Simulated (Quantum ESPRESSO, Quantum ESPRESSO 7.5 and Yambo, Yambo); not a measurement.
## GaAs (F-43m): G0W0 with Yambo, start to end

How does a plane-wave GW calculation on GaAs (F-43m) run from the first input to the gap?

Main program and level: Quantum ESPRESSO 7.5 and Yambo 5.3.0; PBE and many-body steps on it, plane waves.

**The experiments to reproduce.**

- Gap 1.51 eV: band-edge emission energy from PL (direct gap at Gamma); photoluminescence, 633 nm excitation; 77 K; bulk crystal (MBE GaAs matrix around a thin InAs wetting layer on semi-insulating GaAs (100)) (“Photoluminescence of InAs/GaAs quantum dots under direct two-photon excitation”, 2020, pmc:7331710).

- Gap 1.418 ± 0.005 eV: direct gap E0 at Gamma from PR; modulated photoreflectance, low-field lineshape fit; 300 K; bulk crystal (semi-insulating GaAs(001) reference substrate) (“Evidence of valence band perturbations in GaAsN/GaAs(001): A combined variable-angle spectroscopic ellipsometry and modulated photoreflectance investigation”, 2008, arxiv:0805.2212).

- Gap 1.42 eV: fundamental direct gap E0 at Gamma, seen as sharp points in Psi and Delta; spectroscopic ellipsometry; 300 K; bulk crystal (semi-insulating GaAs (100) substrate) (“Ellipsometric study of the Electronic Structure of GaMnAs and LT-GaAs”, 2004, arxiv:cond-mat/0404304).

- Gap 1.412 ± 0.01 eV: direct gap E0 at Gamma from ellipsometry; variable-angle spectroscopic ellipsometry, parametric critical-point fit; 300 K; bulk crystal (semi-insulating GaAs(001) reference substrate with native oxide) (“Evidence of valence band perturbations in GaAsN/GaAs(001): A combined variable-angle spectroscopic ellipsometry and modulated photoreflectance investigation”, 2008, arxiv:0805.2212).

## 1. The starting structure

The structure is cubic, space group F-43m (No. 216). The conventional cell has a = 5.654 Å, b = 5.654 Å, c = 5.654 Å, α = 90.00°, β = 90.00°, γ = 90.00°. Ga has 4 As at 2.45 Å nearest. As has 4 Ga at 2.45 Å nearest. Farther neighbours are not listed.

The cell and positions come from the Crystallography Open Database and are kept as given unless a step says otherwise.

## 2. Ground state

This step: Quantum ESPRESSO 7.5; DFT, PBE, plane waves, norm-conserving pseudopotentials.

The ground-state density comes first.

Input file pw.in:

```
&control
  calculation = 'scf'
  prefix = 'x'
  outdir = 'o'
  pseudo_dir = 'pseudo'
/
&system
  ibrav = 0
  nat = 2
  ntyp = 2
  ecutwfc = 104.0
  nbnd = 27
  force_symmorphic = .true.
/
&electrons
  conv_thr = 1e-10
  electron_maxstep = 80
  mixing_beta = 0.5
/
ATOMIC_SPECIES
  Ga 69.723 Ga.upf
  As 74.922 As.upf
CELL_PARAMETERS angstrom
  0.0000000000 2.8268500000 2.8268500000
  2.8268500000 0.0000000000 2.8268500000
  2.8268500000 2.8268500000 0.0000000000
ATOMIC_POSITIONS crystal
  Ga 0.0000000000 0.0000000000 0.0000000000
  As 0.2500000000 0.2500000000 0.2500000000
K_POINTS automatic
  6 6 6 0 0 0
```

Command:

```console
OMP_NUM_THREADS=1 mpirun -n 8 pw.x -nk 8 -in pw.in > pw.out
```

The program printed:

```text
Program PWSCF v.7.5 starts

     This program is part of the open-source Quantum ESPRESSO suite
     for quantum simulation of materials; please cite
         "P. Giannozzi et al., J. Phys.:Condens. Matter 21 395502 (2009);
         "P. Giannozzi et al., J. Phys.:Condens. Matter 29 465901 (2017);
         "P. Giannozzi et al., J. Chem. Phys. 152 154105 (2020);
     in publications or presentations arising from this work. More details at
     Message from routine setup:
     using ibrav=0 with symmetry is DISCOURAGED, use correct ibrav instead

     G-vector sticks info

     bravais-lattice index     =            0
     lattice parameter (alat)  =       7.5547  a.u.
     unit-cell volume          =     304.8842 (a.u.)^3
     number of atoms/cell      =            2
     number of atomic types    =            2
     number of electrons       =        44.00
     number of Kohn-Sham states=           27
     kinetic-energy cutoff     =     104.0000  Ry
     charge density cutoff     =     416.0000  Ry
     scf convergence threshold =      1.0E-10
     mixing beta               =       0.5000
     number of iterations used =            8  plain     mixing
     Exchange-correlation= PBE
                           (   1   4   3   4   0   0   0)

     celldm(1)=   7.554690  celldm(2)=   0.000000  celldm(3)=   0.000000
     celldm(4)=   0.000000  celldm(5)=   0.000000  celldm(6)=   0.000000

     crystal axes: (cart. coord. in units of alat)
               a(1) = (   0.000000   0.707107   0.707107 )
               a(2) = (   0.707107   0.000000   0.707107 )
               a(3) = (   0.707107   0.707107   0.000000 )

     reciprocal axes: (cart. coord. in units 2 pi/alat)
               b(1) = ( -0.707107  0.707107  0.707107 )
               b(2) = (  0.707107 -0.707107  0.707107 )
               b(3) = (  0.707107  0.707107 -0.707107 )
     Pseudo is Norm-conserving + core correction, Zval = 21.0
     Generated using ONCVPSP code by D. R. Hamann
     Using radial grid of 1902 points,  6 beta functions with:
     Pseudo is Norm-conserving + core correction, Zval = 23.0
     Generated using ONCVPSP code by D. R. Hamann
     Using radial grid of 1358 points,  6 beta functions with:
     Ga               21.00    69.72300     Ga( 1.00)
     As               23.00    74.92200     As( 1.00)

     24 Sym. Ops. (no inversion) found

   Cartesian axes

     site n.     atom                  positions (alat units)
         1        Ga     tau(   1) = (   0.0000000   0.0000000   0.0000000  )
         2        As     tau(   2) = (   0.3535534   0.3535534   0.3535534  )

     number of k points=    16
                       cart. coord. in units 2pi/alat
        k(    1) = (   0.0000000   0.0000000   0.0000000), wk =   0.0092593
        k(    2) = (   0.1178511   0.1178511  -0.1178511), wk =   0.0740741
        k(    3) = (   0.2357023   0.2357023  -0.2357023), wk =   0.0740741
        k(    4) = (  -0.3535534  -0.3535534   0.3535534), wk =   0.0370370
        k(    5) = (   0.2357023   0.0000000  -0.0000000), wk =   0.0555556
        k(    6) = (   0.3535534   0.1178511  -0.1178511), wk =   0.2222222
        k(    7) = (  -0.2357023  -0.4714045   0.4714045), wk =   0.2222222
        k(    8) = (  -0.1178511  -0.3535534   0.3535534), wk =   0.2222222
        k(    9) = (   0.0000000  -0.2357023   0.2357023), wk =   0.1111111
        k(   10) = (   0.4714045   0.0000000  -0.0000000), wk =   0.0555556
     [... 4 further rows ...]
        k(   15) = (  -0.1178511  -0.3535534   0.5892557), wk =   0.2222222
        k(   16) = (  -0.7071068   0.2357023   0.0000000), wk =   0.1111111

     Dense  grid:    43655 G-vectors     FFT dimensions: (  50,  50,  50)

     Initial potential from superposition of free atoms

     starting charge      43.9971, renormalised to      44.0000
     Starting wfcs are   26 randomized atomic wfcs +    1 random wfcs

     per-process dynamical memory:    33.8 Mb

     Self-consistent Calculation

     iteration #  1     ecut=   104.00 Ry     beta= 0.50

     Threshold (ethr) on eigenvalues was too large:
     Diagonalizing with lowered threshold

     total energy              =   -1107.20737878 Ry
     estimated scf accuracy    <       0.05039060 Ry

     iteration #  2     ecut=   104.00 Ry     beta= 0.50

     total energy              =   -1107.21379167 Ry
     estimated scf accuracy    <       0.00645612 Ry

     iteration #  3     ecut=   104.00 Ry     beta= 0.50

     total energy              =   -1107.21415462 Ry
     estimated scf accuracy    <       0.00109591 Ry

     iteration #  4     ecut=   104.00 Ry     beta= 0.50

     total energy              =   -1107.21420482 Ry
     estimated scf accuracy    <       0.00002494 Ry

     iteration #  5     ecut=   104.00 Ry     beta= 0.50

     total energy              =   -1107.21420988 Ry
     estimated scf accuracy    <       0.00000170 Ry

     iteration #  6     ecut=   104.00 Ry     beta= 0.50

     total energy              =   -1107.21421028 Ry
     estimated scf accuracy    <       0.00000013 Ry

     iteration #  7     ecut=   104.00 Ry     beta= 0.50

     total energy              =   -1107.21421032 Ry
     estimated scf accuracy    <       0.00000003 Ry

     iteration #  8     ecut=   104.00 Ry     beta= 0.50

     total energy              =   -1107.21421032 Ry
     estimated scf accuracy    <          6.8E-10 Ry

     iteration #  9     ecut=   104.00 Ry     beta= 0.50

     total energy              =   -1107.21421032 Ry
     estimated scf accuracy    <          2.8E-10 Ry

     iteration # 10     ecut=   104.00 Ry     beta= 0.50

     End of self-consistent calculation

          k = 0.0000 0.0000 0.0000 (  5577 PWs)   bands (ev):

  -174.9302-133.8474-118.3121-118.3121-118.3121 -84.5719 -84.5719 -84.5719
   -25.3230 -25.3230 -25.3230 -25.3139 -25.3139  -4.9669  -4.9669  -4.9669
    -4.8900  -4.8900  -2.8986   9.8275   9.8275   9.8275  10.3456  13.5642
    13.5642  13.5642  17.4293

          k = 0.1179 0.1179-0.1179 (  5468 PWs)   bands (ev):

  -174.9302-133.8474-118.3121-118.3121-118.3121 -84.5717 -84.5717 -84.5717
   -25.3229 -25.3227 -25.3227 -25.3138 -25.3138  -4.9893  -4.9604  -4.9604
    -4.8897  -4.8897  -2.5782   7.1174   9.4474   9.4474  11.4632  14.1115
    14.1115  14.5145  18.7830

          k = 0.2357 0.2357-0.2357 (  5450 PWs)   bands (ev):

  -174.9302-133.8474-118.3121-118.3121-118.3121 -84.5717 -84.5717 -84.5717
   -25.3228 -25.3223 -25.3223 -25.3137 -25.3137  -5.0291  -4.9507  -4.9507
    -4.8878  -4.8878  -1.7513   4.4525   8.9016   8.9016  11.0469  14.5309
    14.5309  17.0827  18.6033

          k =-0.3536-0.3536 0.3536 (  5444 PWs)   bands (ev):

     [... further k-points ...]

     highest occupied, lowest unoccupied level (ev):     9.8275   10.3456

!    total energy              =   -1107.21421032 Ry
     estimated scf accuracy    <          4.4E-12 Ry

     The total energy is the sum of the following terms:
     one-electron contribution =    -990.29940494 Ry
     hartree contribution      =     478.90442238 Ry
     xc contribution           =    -107.04971810 Ry
     ewald contribution        =    -488.76950967 Ry

     convergence has been achieved in  10 iterations

     XML data file, charge density, pseudopotentials, collected wavefunctions

=------------------------------------------------------------------------------=
   JOB DONE.
=------------------------------------------------------------------------------=
```

The job ended after 6.5 s (8 MPI ranks of Arm Neoverse V2, shared host; peak memory 0.61 GiB; 51 s of CPU time).

This step gave:

```yaml
total_energy: -15064.4168 eV
gap: 0.5181 eV
k_of_the_valence_top: 0, 0, 0
k_of_the_conduction_bottom: 0, 0, 0
least_direct_gap: 0.5181 eV
```

The gap is direct, at Γ.

## 3. Bands along the symmetry lines

Levels along a band path, at the cheap level, show where the edges lie and whether the meshes to come will hold them.

Input file pw.in:

```
&control
  calculation = 'bands'
  prefix = 'x'
  outdir = 'o'
  pseudo_dir = 'pseudo'
/
&system
  ibrav = 0
  nat = 2
  ntyp = 2
  ecutwfc = 104.0
  nbnd = 28
  force_symmorphic = .true.
/
&electrons
  conv_thr = 1e-9
  electron_maxstep = 80
  diago_full_acc = .true.
  diago_thr_init = 5e-6
/
ATOMIC_SPECIES
  Ga 69.723 Ga.upf
  As 74.922 As.upf
CELL_PARAMETERS angstrom
  0.0000000000 2.8268500000 2.8268500000
  2.8268500000 0.0000000000 2.8268500000
  2.8268500000 2.8268500000 0.0000000000
ATOMIC_POSITIONS crystal
  Ga 0.0000000000 0.0000000000 0.0000000000
  As 0.2500000000 0.2500000000 0.2500000000
K_POINTS crystal
  50
  0.00000000 0.00000000 0.00000000 1
  -0.06250000 -0.06250000 0.00000000 1
  -0.12500000 -0.12500000 0.00000000 1
  -0.18750000 -0.18750000 0.00000000 1
  -0.25000000 -0.25000000 0.00000000 1
  -0.31250000 -0.31250000 0.00000000 1
  -0.37500000 -0.37500000 0.00000000 1
  -0.43750000 -0.43750000 0.00000000 1
  -0.50000000 -0.50000000 0.00000000 1
  -0.48437500 -0.48437500 0.03125000 1
  -0.46875000 -0.46875000 0.06250000 1
  -0.45312500 -0.45312500 0.09375000 1
  -0.43750000 -0.43750000 0.12500000 1
  -0.42187500 -0.42187500 0.15625000 1
  -0.40625000 -0.40625000 0.18750000 1
  -0.39062500 -0.39062500 0.21875000 1
  -0.37500000 -0.37500000 0.25000000 1
  -0.37500000 0.00000000 0.37500000 1
  -0.32812500 0.00000000 0.32812500 1
  -0.28125000 0.00000000 0.28125000 1
  -0.23437500 0.00000000 0.23437500 1
  -0.18750000 0.00000000 0.18750000 1
  -0.14062500 0.00000000 0.14062500 1
  -0.09375000 0.00000000 0.09375000 1
  -0.04687500 0.00000000 0.04687500 1
  0.00000000 0.00000000 0.00000000 1
  0.00000000 0.00000000 0.06250000 1
  0.00000000 0.00000000 0.12500000 1
  0.00000000 0.00000000 0.18750000 1
  0.00000000 0.00000000 0.25000000 1
  0.00000000 0.00000000 0.31250000 1
  0.00000000 0.00000000 0.37500000 1
  0.00000000 0.00000000 0.43750000 1
  -0.00000000 -0.00000000 0.50000000 1
  -0.06250000 -0.03125000 0.46875000 1
  -0.12500000 -0.06250000 0.43750000 1
  -0.18750000 -0.09375000 0.40625000 1
  -0.25000000 -0.12500000 0.37500000 1
  -0.31250000 -0.15625000 0.34375000 1
  -0.37500000 -0.18750000 0.31250000 1
  -0.43750000 -0.21875000 0.28125000 1
  -0.50000000 -0.25000000 0.25000000 1
  -0.50000000 -0.28125000 0.21875000 1
  -0.50000000 -0.31250000 0.18750000 1
  -0.50000000 -0.34375000 0.15625000 1
  -0.50000000 -0.37500000 0.12500000 1
  -0.50000000 -0.40625000 0.09375000 1
  -0.50000000 -0.43750000 0.06250000 1
  -0.50000000 -0.46875000 0.03125000 1
  -0.50000000 -0.50000000 0.00000000 1
```

The program printed:

```text
[banner, memory and clock lines left out]
Program PWSCF v.7.5 starts

     Atomic positions and unit cell read from directory:
     o/x.save/

     Message from routine setup:
     using ibrav=0 with symmetry is DISCOURAGED, use correct ibrav instead

     G-vector sticks info

     bravais-lattice index     =            0
     lattice parameter (alat)  =       7.5547  a.u.
     unit-cell volume          =     304.8842 (a.u.)^3
     number of atoms/cell      =            2
     number of atomic types    =            2
     number of electrons       =        44.00
     number of Kohn-Sham states=           28
     kinetic-energy cutoff     =     104.0000  Ry
     charge density cutoff     =     416.0000  Ry
     Exchange-correlation= PBE
                           (   1   4   3   4   0   0   0)

     celldm(1)=   7.554690  celldm(2)=   0.000000  celldm(3)=   0.000000
     celldm(4)=   0.000000  celldm(5)=   0.000000  celldm(6)=   0.000000

     crystal axes: (cart. coord. in units of alat)
               a(1) = (   0.000000   0.707107   0.707107 )
               a(2) = (   0.707107   0.000000   0.707107 )
               a(3) = (   0.707107   0.707107   0.000000 )

     reciprocal axes: (cart. coord. in units 2 pi/alat)
               b(1) = ( -0.707107  0.707107  0.707107 )
               b(2) = (  0.707107 -0.707107  0.707107 )
               b(3) = (  0.707107  0.707107 -0.707107 )
     Pseudo is Norm-conserving + core correction, Zval = 21.0
     Generated using ONCVPSP code by D. R. Hamann
     Using radial grid of 1902 points,  6 beta functions with:
     Pseudo is Norm-conserving + core correction, Zval = 23.0
     Generated using ONCVPSP code by D. R. Hamann
     Using radial grid of 1358 points,  6 beta functions with:
     Ga               21.00    69.72300     Ga( 1.00)
     As               23.00    74.92200     As( 1.00)

     24 Sym. Ops. (no inversion) found

   Cartesian axes

     site n.     atom                  positions (alat units)
         1        Ga     tau(   1) = (   0.0000000   0.0000000   0.0000000  )
         2        As     tau(   2) = (   0.3535534   0.3535534   0.3535534  )

     number of k points=    50
                       cart. coord. in units 2pi/alat
        k(    1) = (   0.0000000   0.0000000   0.0000000), wk =   0.0400000
        k(    2) = (   0.0000000   0.0000000  -0.0883883), wk =   0.0400000
        k(    3) = (   0.0000000   0.0000000  -0.1767767), wk =   0.0400000
[...]
[... 38 further rows ...]
        k(   49) = (   0.0441942  -0.0000000  -0.7071068), wk =   0.0400000
        k(   50) = (   0.0000000   0.0000000  -0.7071068), wk =   0.0400000

     Dense  grid:    43655 G-vectors     FFT dimensions: (  50,  50,  50)

     The potential is recalculated from file :
     o/x.save/charge-density

     Starting wfcs are   26 randomized atomic wfcs +    2 random wfcs

     Band Structure Calculation

     End of band structure calculation

          k = 0.0000 0.0000 0.0000 (  5577 PWs)   bands (ev):

  -174.9302-133.8473-118.3121-118.3121-118.3121 -84.5719 -84.5719 -84.5719
   -25.3230 -25.3230 -25.3230 -25.3139 -25.3139  -4.9669  -4.9669  -4.9669
    -4.8900  -4.8899  -2.8987   9.8275   9.8275   9.8275  10.3456  13.5642
    13.5642  13.5642  17.4293  19.9896

          k = 0.0000 0.0000-0.0884 (  5493 PWs)   bands (ev):

  -174.9302-133.8473-118.3121-118.3121-118.3121 -84.5718 -84.5718 -84.5716
   -25.3230 -25.3229 -25.3229 -25.3139 -25.3139  -4.9724  -4.9645  -4.9645
[...]
13.8379  13.8379  17.7842  19.1099

          k = 0.0000 0.0000-0.1768 (  5481 PWs)   bands (ev):

  -174.9302-133.8473-118.3121-118.3121-118.3121 -84.5717 -84.5717 -84.5717
[...]
14.5248  14.5248  17.8744  18.7335

          k =-0.0000 0.0000-0.2652 (  5457 PWs)   bands (ev):

[...]
k = 0.0000 0.0000-0.3536 (  5457 PWs)   bands (ev):

[...]
k = 0.0000-0.0000-0.4419 (  5465 PWs)   bands (ev):

[...]
k =-0.0000 0.0000-0.5303 (  5482 PWs)   bands (ev):

[...]
k = 0.0000-0.0000-0.6187 (  5458 PWs)   bands (ev):

[...]
k = 0.5303-0.0000-0.5303 (  5452 PWs)   bands (ev):

[...]
k = 0.0000 0.0000 0.0000 (  5577 PWs)   bands (ev):

[...]
k = 0.1326 0.0000-0.7071 (  5460 PWs)   bands (ev):

[...]
k = 0.0884-0.0000-0.7071 (  5456 PWs)   bands (ev):

[...]
k = 0.0442-0.0000-0.7071 (  5458 PWs)   bands (ev):

  -174.9302-133.8473-118.3121-118.3121-118.3121 -84.5718 -84.5717 -84.5717
[...]
19.8360  19.8531  20.8126  22.7122

          k = 0.0000 0.0000-0.7071 (  5434 PWs)   bands (ev):

  -174.9302-133.8473-118.3121-118.3121-118.3121 -84.5717 -84.5717 -84.5717
   -25.3239 -25.3212 -25.3212 -25.3144 -25.3129  -5.0786  -4.9169  -4.9169
    -4.9153  -4.8771  -0.3967   3.0132   7.1516   7.1516  11.2971  11.4903
    20.0046  20.0046  20.8150  23.1524

     XML data file, pseudopotentials, collected wavefunctions
```

Wall time 4.2 s (8 MPI ranks); peak memory 0.53 GiB; 33 s of CPU time.

Numbers from this step:

```yaml
gap: 0.5181 eV
k_of_the_valence_top: 0, 0, 0
k_of_the_conduction_bottom: 0, 0, 0
least_direct_gap: 0.5181 eV
```

The gap is 0.518 eV, as in the run before at this level.

Electronic bands along the path, in eV, zero at the top of the highest filled band:

```csv
point,band 19,band 20,band 21,band 22,band 23,band 24,band 25,band 26
Γ,-12.73,0.00,0.00,0.00,0.52,3.74,3.74,3.74
halfway,-11.80,-4.09,-1.69,-1.69,1.99,3.27,6.62,6.62
X,-10.22,-6.81,-2.68,-2.68,1.47,1.66,10.18,10.18
halfway,-10.21,-6.77,-3.20,-2.57,1.66,2.57,9.21,9.42
U,-10.26,-6.63,-3.86,-2.26,1.97,4.64,7.96,8.07
jump to K,-10.26,-6.63,-3.86,-2.26,1.97,4.64,7.96,8.07
halfway,-11.71,-4.56,-2.44,-0.68,2.69,4.77,4.81,5.65
Γ,-12.73,0.00,0.00,0.00,0.52,3.74,3.74,3.74
halfway,-12.03,-4.14,-0.68,-0.68,1.45,4.60,4.60,5.96
L,-10.96,-6.63,-1.14,-1.14,1.00,4.64,4.64,7.76
halfway,-10.62,-6.48,-3.22,-1.94,3.03,4.17,6.35,7.70
W,-10.17,-6.63,-3.53,-3.34,4.62,4.73,5.42,6.05
halfway,-10.20,-6.73,-3.14,-3.04,2.56,2.76,8.15,8.36
X,-10.22,-6.81,-2.68,-2.68,1.47,1.66,10.18,10.18
```

The electronic bands as a text plot (rows in eV, shown from -8.0 to 6.5 only):

```
    6.2 |                  +++              +         ++ +++
    5.6 |    +              +++++++                  +  ++++
    5.0 |                       +  ++      +      +++    ++
    4.4 |  ++             +      ++      +++++++++++++++++++
    3.8 |++              +         ++++++++             +   +
    3.2 |  +++++        +                             ++
    2.6 |  +++  +++    +    +++++++                  +       ++
    2.0 |     ++   ++ + ++++       ++               +         +++
    1.4 | +     ++++++++             +  ++++++++  ++            +
    0.8 |+                            ++        ++
    0.2 |*                           ****
   -0.4 | ***                   ******   ****
   -1.0 | *  *                **   ***  *    *******
   -1.6 |     **           ***   **               *****
   -2.3 |  **   ***     ***     *  **    **         *  *
   -2.9 |    *     *****      **           *         *  **   ****
   -3.5 |              ***  **   **                   *******
   -4.1 |     **          **                *
   -4.7 |                       *
   -5.3 |       **            **             **
   -5.9 |         *         **                 *
   -6.5 |          **  *****                    ****************
   -7.1 |            **                                         *
   -7.7 |
         Γ           X  U|K            Γ         L        W     X
```

(Continued in part 2 of 3.)

[Paths, hosts, dates, memory and timing lines, banners, echoed tables and standing remarks are left out of the program output.]

[Logs are printed without paths, hosts, clocks, repeated set-up lines and the standing remarks that a program may print on its own settings, such as how far it seeks lower states.]

[Runs of the session that timed out or met a known fault of the program may be left out.]

[Hosts, paths, dates, database ids (printed as entryN), source tags and the programs' standing remarks are cut or masked in the printed files.]
